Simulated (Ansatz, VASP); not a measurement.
# One calculation of SiO2, two programs

```
CELL_PARAMETERS angstrom
-2.37405 2.37405 3.74400
2.37405 -2.37405 3.74400
2.37405 2.37405 -3.74400
ATOMIC_POSITIONS crystal
Si 0.00000 0.00000 0.00000
Si 0.75000 0.25000 0.50000
O 0.99838 0.62500 0.87338
O 0.37500 0.24838 0.37338
O 0.75162 0.12500 0.12662
O 0.87500 0.00162 0.62662
```

Alike in both runs: task single point; functional LDA; k mesh 1 × 1 × 1; occupations gaussian, width 0.02 eV; no spin polarisation.

|  | VASP | Ansatz |
| --- | --- | --- |
| version | VASP 6.6.1 | Ansatz 0.2.0 |
| potentials or method | VASP PAW LDA potentials, release 64 (Si, O) | scalar-relativistic, plane waves, PAW |
| plane-wave cutoff (eV) | 520 | 420 |
| valence electrons in the cell | 32 | 32 |

|  | VASP | Ansatz | Ansatz less VASP |
| --- | --- | --- | --- |
| gap on the k mesh at the Fermi level (eV) | 5.72 | 5.73 | +0.001 |
| least direct gap on the mesh (eV) | 5.72 | 5.73 | +0.001 |
| pressure (GPa) | -1.9 | -2.4 | -0.52 |
| largest component of the traceless stress (GPa) | 2.66 | 2.71 | +0.057 |
| rms of the force components (eV/Å) | 0.461 | 0.445 | -0.0164 |

Atom by atom the forces differ by 0.016 eV/Å (rms over components).

Caveats: the k mesh is coarse (spacing up to 1.87 Å⁻¹), so the values aren't converged; an odd mesh through Γ misses points on the zone boundary, where band edges often lie. LDA gaps usually lie below the measured ones, often by a third to a half.
